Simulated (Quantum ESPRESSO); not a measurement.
Crystal: C.

```
CELL_PARAMETERS angstrom
0.00000 1.78337 1.78337
1.78337 0.00000 1.78337
1.78337 1.78337 0.00000
ATOMIC_POSITIONS crystal
C 0.75000 0.75000 0.75000
C 0.50000 0.50000 0.50000
```

This isn't the form of C at room conditions, which is graphite.

Base run:

| Quantity | Value |
| --- | --- |
| Program | Quantum ESPRESSO 7.5 |
| Functional | TPSS |
| Potentials or basis | SG15 PBE 1.2 |
| Cutoff | 1197 eV |
| Density cutoff | 4789 eV |
| k mesh | 10 × 10 × 10 |
| Occupations | fermi-dirac, width 0.05 eV |
| Spin | no spin polarisation |

Its results: band gap on the k mesh 4.29 eV, indirect (least direct gap 5.83 eV); pressure 1.8 GPa.

Problem. The run is repeated on the same cell with these changes: functional from TPSS to r2SCAN. What comes out?

Solution. Band gap on the k mesh 4.30 eV, indirect (least direct gap 5.85 eV); pressure -2.4 GPa.

Caveats: the potentials were made for another functional, which shifts forces and pressure.

A k mesh can miss the band edges.
